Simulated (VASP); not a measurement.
# KTaO3 (Pm-3m) in VASP: further runs, part 2 of 2

VASP 6.6.1. Earlier steps stand in the parts before.

### 3 Relaxation of cell and atoms, rev-vdW-DF2

This run uses another cell than the first one, of 12.87 Å³/atom, 1.015 times its volume.

File INCAR:

```
  AGGAC = 0.0
  ALGO = Normal
  EDIFF = 1E-7
  EDIFFG = -0.005
  ENCUT = 600
  GGA = MK
  IBRION = 2
  ISIF = 3
  ISMEAR = 0
  LASPH = T
  LCHARG = F
  LREAL = F
  LUSE_VDW = T
  LWAVE = F
  NELM = 80
  NSW = 90
  PARAM1 = 0.1234
  PARAM2 = 0.711357
  PREC = Accurate
  SIGMA = 0.03
  ZAB_VDW = -1.8867
```

File KPOINTS:

```
k-points
0
Gamma
  8 8 8
```

File POSCAR:

```
KTaO3                                   
1.0
    4.0075864804      0.0000000000     -0.0000000000
    0.0000000000      4.0075864804     -0.0000000000
    0.0000000000      0.0000000000      4.0075864804
  K               Ta              O             
     1     1     3
Direct
     0.5000000000000000    0.5000000000000000    0.5000000000000000
     0.0000000000000000    0.0000000000000000    0.0000000000000000
     0.5000000000000000    0.0000000000000000    0.0000000000000000
     0.0000000000000000    0.5000000000000000    0.0000000000000000
     0.0000000000000000    0.0000000000000000    0.5000000000000000
```

Potentials or basis: VASP PAW PBE potentials, release 64 (K_sv, Ta_pv, O).

Launch:

```
$ cat potpaw_PBE.64/K_sv/POTCAR potpaw_PBE.64/Ta_pv/POTCAR potpaw_PBE.64/O/POTCAR > POTCAR
$ mpirun -np 1 vasp_std > vasp.out
```

OUTCAR:

```text
EDIFF = 1E-7
   EDIFFG = -0.005
   ENCUT = 600
   GGA = MK
   IBRION = 2
   ISIF = 3
   ISMEAR = 0
   LASPH = T
   LREAL = F
   NELM = 80
   NSW = 90
   PREC = Accurate

 ion  position               nearest neighbor table
   1  0.500  0.500  0.500-   3 2.83   4 2.83   5 2.83   3 2.83   4 2.83   3 2.83   5 2.83   3 2.83
                             4 2.83   5 2.83   4 2.83   5 2.83   2 3.47   2 3.47   2 3.47   2 3.47
   2  0.000  0.000  0.000-   3 2.00   4 2.00   5 2.00   5 2.00   4 2.00   3 2.00   1 3.47   1 3.47
                             1 3.47   1 3.47   1 3.47   1 3.47   1 3.47   1 3.47
   3  0.500  0.000  0.000-   2 2.00   2 2.00   1 2.83   1 2.83   1 2.83   1 2.83
   4  0.000  0.500  0.000-   2 2.00   2 2.00   1 2.83   1 2.83   1 2.83   1 2.83
   5  0.000  0.000  0.500-   2 2.00   2 2.00   1 2.83   1 2.83   1 2.83   1 2.83

  LATTYP: Found a simple cubic cell.
 ALAT       =     4.0075864804

  Lattice vectors:

 A1 = (   4.0075864804,   0.0000000000,   0.0000000000)
 A2 = (   0.0000000000,   4.0075864804,   0.0000000000)
 A3 = (   0.0000000000,   0.0000000000,   4.0075864804)

Analysis of symmetry for initial positions (statically):
=====================================================================
 Subroutine PRICEL returns:
 Original cell was already a primitive cell.

 Routine SETGRP: Setting up the symmetry group for a
 simple cubic supercell.

 Subroutine GETGRP returns: Found 48 space group operations
 (whereof 48 operations were pure point group operations)
 out of a pool of 48 trial point group operations.

The static configuration has the point symmetry O_h .

Analysis of symmetry for dynamics (positions and initial velocities):
=====================================================================
 Subroutine PRICEL returns:
 Original cell was already a primitive cell.

 Routine SETGRP: Setting up the symmetry group for a
 simple cubic supercell.

 Subroutine GETGRP returns: Found 48 space group operations
 (whereof 48 operations were pure point group operations)
 out of a pool of 48 trial point group operations.

The dynamic configuration has the point symmetry O_h .

 Subroutine INISYM returns: Found 48 space group operations
 (whereof 48 operations are pure point group operations),
 and found     1 'primitive' translations

----------------------------------------------------------------------------------------

                                     Primitive cell

  volume of cell :      64.3648

  direct lattice vectors                    reciprocal lattice vectors
     4.007586480  0.000000000  0.000000000     0.249526743  0.000000000  0.000000000
     0.000000000  4.007586480  0.000000000     0.000000000  0.249526743  0.000000000
     0.000000000  0.000000000  4.007586480     0.000000000  0.000000000  0.249526743

  length of vectors
     4.007586480  4.007586480  4.007586480     0.249526743  0.249526743  0.249526743

  position of ions in fractional coordinates (direct lattice)
     0.500000000  0.500000000  0.500000000
     0.000000000  0.000000000  0.000000000
     0.500000000  0.000000000  0.000000000
     0.000000000  0.500000000  0.000000000
     0.000000000  0.000000000  0.500000000

  ion indices of the primitive-cell ions
   primitive index   ion index
                 1           1
                 2           2
                 3           3
                 4           4
                 5           5

[... 29 lines left out ...]
  0.125000  0.000000  0.000000      6.000000
  0.250000  0.000000  0.000000      6.000000
  0.375000  0.000000  0.000000      6.000000
  0.500000  0.000000  0.000000      3.000000
  0.125000  0.125000  0.000000     12.000000
[... 16 lines left out ...]
  0.375000  0.375000  0.125000     24.000000
  0.500000  0.375000  0.125000     24.000000
 [... further k-points ...]
   k-points           NKPTS =     35   k-points in BZ     NKDIM =     35   number of bands    NBANDS=     23
   number of dos      NEDOS =    301   number of ions     NIONS =      5
   total plane-waves  NPLWV =  32768
   dimension x,y,z NGX =    32 NGY =   32 NGZ =   32
   dimension x,y,z NGXF=    64 NGYF=   64 NGZF=   64
   ions per type =               1   1   3
   NGX,Y,Z   is equivalent  to a cutoff of  13.27, 13.27, 13.27 a.u.
   NGXF,Y,Z  is equivalent  to a cutoff of  26.55, 26.55, 26.55 a.u.
 SYSTEM =  unknown system
   PREC   = accura    normal or accurate (medium, high low for compatibility)
   ISTART =      0    job   : 0-new  1-cont  2-samecut
   ICHARG =      2    charge: 1-file 2-atom 10-const
   ISPIN  =      1    spin polarized calculation?
   LNONCOLLINEAR =      F non collinear calculations
   LSORBIT =      F    spin-orbit coupling
   LASPH  =      T    aspherical Exc in radial PAW
   ENCUT  =  600.0 eV  44.10 Ry    6.64 a.u.   8.00  8.00  8.00*2*pi/ulx,y,z
   NELM   =     80;   NELMIN=  2; NELMDL= -5     # of ELM steps
   EDIFF  = 0.1E-06   stopping-criterion for ELM
   LREAL  =      F    real-space projection
   EDIFFG = -.5E-02   stopping-criterion for IOM
   NSW    =     90    number of steps for IOM
   IBRION =      2    ionic relax: 0-MD 1-quasi-New 2-CG
   NFREE  =      1    steps in history (QN), initial steepest desc. (CG)
   ISIF   =      3    stress and relaxation
   ISYM   =      2    0-nonsym 1-usesym 2-fastsym
   POTIM  = 0.5000    time-step for ionic-motion
   TEBEG  =    0.0;   TEEND  =   0.0 temperature during run
   PSTRESS=    0.0 pullay stress
   NELECT =      38.0000    total number of electrons
   NUPDOWN=      -1.0000    fix difference up-down
   EMIN   =  10.00;   EMAX   =-10.00  energy-range for DOS
   EFERMI =   0.00;   METHOD = LEGACY
   ISMEAR =     0;   SIGMA  =   0.03  broadening in eV -4-tet -1-fermi 0-gaus
   EFERMI_NEDOS =   21; number of points for ismear=-14 and -15
   IALGO  =     38    algorithm
   IMIX   =      4    mixing-type and parameters
     AMIX     =   0.40;   BMIX     =  1.00
     AMIX_MAG =   1.60;   BMIX_MAG =  1.00
  volume/ion in A,a.u.               =      12.87        86.87
  Fermi-wavevector in a.u.,A,eV,Ry     =   1.373367  2.595286 25.662433  1.886136
  Thomas-Fermi vector in A             =   2.498890
   LORBIT       =      0    0 simple, 1 ext, 2 COOP (PROOUT), +10 PAW based schemes
   GGA     = MK    functional components
   LHFCALC =     F    Hartree Fock is set to
   AEXX    =    0.0000 exact exchange contribution
   IVDW_NL    =     1    kernel type
   BPARAM     = 6.3000
   IVDW    =     0    specifies the selected vdW correction
   LEPSILON=     F    determine dielectric tensor
   LRPA    =     F    only Hartree local field effects (RPA)
 conjugate gradient relaxation of ions
 non-spin polarized calculation
 Gauss-broadening in eV      SIGMA  =   0.03
  energy-cutoff  :      600.00
  volume of cell :       64.36
 maximum number of plane-waves:      2176
   NGX = 17   NGY = 17   NGZ = 17

 number of electron      37.9999998 magnetization

 Free energy of the ion-electron system (eV)
  ---------------------------------------------------
  ext. energy  EPLUGINS =         0.00000000
  ---------------------------------------------------
  free energy    TOTEN  =       -33.22184966 eV

  energy without entropy =      -33.22184966  energy(sigma->0) =      -33.22184966

 E-fermi :   1.7741     XC(G=0): -10.9872

 val. band max:        1.5455790594   @ k =   0.5000   0.5000   0.5000
 cond. band min:       3.6732232238   @ k =   0.0000   0.0000   0.0000
 fundamental gap:      2.1276441643
 Fermi energy:         1.7740674414

 k-point     1 :       0.0000    0.0000    0.0000
  band No.  band energies     occupation
      1     -32.6618      2.00000
      2     -32.6618      2.00000
      3     -32.6618      2.00000
      4     -25.6572      2.00000
      5     -15.8487      2.00000
      6     -15.1339      2.00000
[... 613 lines left out ...]
     22       7.4832      0.00000
     23       9.7370      0.00000

 [... further k-points ...]
[... 5 lines left out ...]
  --------------------------------------------------------------------------------------
  -------------------------------------------------------------------------------------
  Total       -0.0090227     -0.0090227     -0.0090227      0.0000000      0.0000000      0.0000000
  in kB       -0.2245938     -0.2245938     -0.2245938      0.0000000      0.0000000      0.0000000
  external PRESSURE =      -0.2245938 kB  Pullay stress =       0.0000000 kB

 VOLUME and BASIS-vectors are now :
 -----------------------------------------------------------------------------
  energy-cutoff  :      600.00
  volume of cell :       64.36
      direct lattice vectors                 reciprocal lattice vectors
     4.007586480  0.000000000  0.000000000     0.249526743  0.000000000  0.000000000
     0.000000000  4.007586480  0.000000000     0.000000000  0.249526743  0.000000000
     0.000000000  0.000000000  4.007586480     0.000000000  0.000000000  0.249526743

 POSITION                                       TOTAL-FORCE (eV/Angst)
 -----------------------------------------------------------------------------------
      2.00379      2.00379      2.00379         0.000000      0.000000      0.000000
      0.00000      0.00000      0.00000         0.000000      0.000000      0.000000
      2.00379      0.00000      0.00000         0.000000      0.000000      0.000000
      0.00000      2.00379      0.00000         0.000000      0.000000      0.000000
      0.00000      0.00000      2.00379         0.000000      0.000000      0.000000
 -----------------------------------------------------------------------------------
    total drift:                                0.000000      0.000000     -0.000000

  FREE ENERGIE OF THE ION-ELECTRON SYSTEM (eV)
  ---------------------------------------------------
  free  energy   TOTEN  =       -33.2218496590 eV

  energy  without entropy=      -33.2218496590  energy(sigma->0) =      -33.22184966

Total vdW correction in eV:      6.3622253

 reached required accuracy - stopping structural energy minimisation
```

It took 66 s on 1 thread of AMD EPYC 7R13 (Zen 3), shared host; peak memory 0.4 GiB.

What came out:

```yaml
Free_energy: -33.2218 eV
Pressure_after_relaxing: 0.0 GPa
Band_gap_on_the_k_mesh: 2.13 eV, indirect (least direct gap 2.75 eV)
```

Final structure:
```
K Ta O
1.0
     4.00759    0.00000    0.00000
     0.00000    4.00759    0.00000
     0.00000    0.00000    4.00759
K Ta O
1 1 3
Direct
  0.50000 0.50000 0.50000
  0.00000 0.00000 0.00000
  0.50000 0.00000 0.00000
  0.00000 0.50000 0.00000
  0.00000 0.00000 0.50000
```

Caveat: the relaxation stopped at its first step, so nothing moved; the PAW data sets were made with another functional, which shifts forces and pressure a little; spin-orbit coupling is left out, which moves the levels of the heavy elements. A k mesh can miss the band edges.
